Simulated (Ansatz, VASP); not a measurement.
MgS: VASP beside Ansatz

```xyz
2
Lattice="0.0993 2.8453 2.8453 2.8453 0.0993 2.8453 2.8453 2.8453 0.0993" Properties=species:S:1:pos:R:3 pbc="T T T"
Mg    0.0192    0.0192    0.0192
S     1.4282    1.4282    1.4282
```

Change from the starting cell: epitaxial_111 strain -3.0%.

Alike in both runs: task single point; functional r2SCAN; k mesh 8 × 8 × 8; no spin polarisation.

```csv
,VASP,Ansatz
version,VASP 6.6.1,Ansatz 0.2.0
potentials or method,"VASP PAW PBE potentials, release 64 (Mg, S)","plane waves, PAW"
plane-wave cutoff (eV),520,500
occupations,"gaussian, width 0.01 eV",fixed
valence electrons in the cell,8,16
```

Ansatz gave:

```
gap on the k mesh at the Fermi level (eV)       : 4.13
pressure (GPa)                                  : 2.4
largest component of the traceless stress (GPa) : 1.20
```

Task: Which values does VASP return?

Result: gap on the k mesh at the Fermi level (eV): 4.13; pressure (GPa): 2.1; largest component of the traceless stress (GPa): 1.21.

The two sets of potentials don't hold the same shells in valence.

Caveats: the PAW data sets were made with another functional, which shifts forces and pressure a little (VASP). A k mesh can miss the band edges.
